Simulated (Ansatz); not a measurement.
Bulk crystal (P) after relaxation:

```yaml
crystal:
  lattice:
    - [1.64980, -5.50995, 0.00000]
    - [1.64980, 5.50995, 0.00000]
    - [0.00000, 0.00000, 4.55530]
  atoms:
    - { symbol: P, position: [0.09543, 0.90457, 0.91156] }
    - { symbol: P, position: [0.59543, 0.40457, 0.58844] }
    - { symbol: P, position: [0.90457, 0.09543, 0.08844] }
    - { symbol: P, position: [0.40457, 0.59543, 0.41156] }
```

Miller indices refer to the conventional cell of Cmce (No. 64), a = 3.300 Å, b = 11.020 Å, c = 4.555 Å, α = 90.00°, β = 90.00°, γ = 90.00°. The bulk's gap is 0.24 eV.

Consider the (111) slab of 15 planes, 11.3 Å thick with 15 Å of vacuum as cut; outer planes P (top) and P (bottom), all atoms relaxed.

These are results of DFT r2SCAN, scalar-relativistic, plane waves, PAW in Ansatz, not measurements. Settings: cutoff 500 eV, Γ-centred mesh 6×6×1 on the computed 20-atom cell, Gaussian smearing of 0.05 eV; no spin polarisation. The cell repeats along c with a dipole correction in the vacuum.

The slab's middle planes relax by over 3 % too, so it holds no bulk-like region.

Task: Predict the surface energy (mean of both faces).

Result: 1.01 J/m².

Task: Give the gap of the slab on the mesh.

Result: 0.14 eV.

Task: The top two planes lie 0.478 Å apart in the bulk. How does relaxation change this?

Result: The spacing becomes 0.176 Å (-63.0 %).

Gaps are read on the k points sampled, so a band crossing between them can be missed.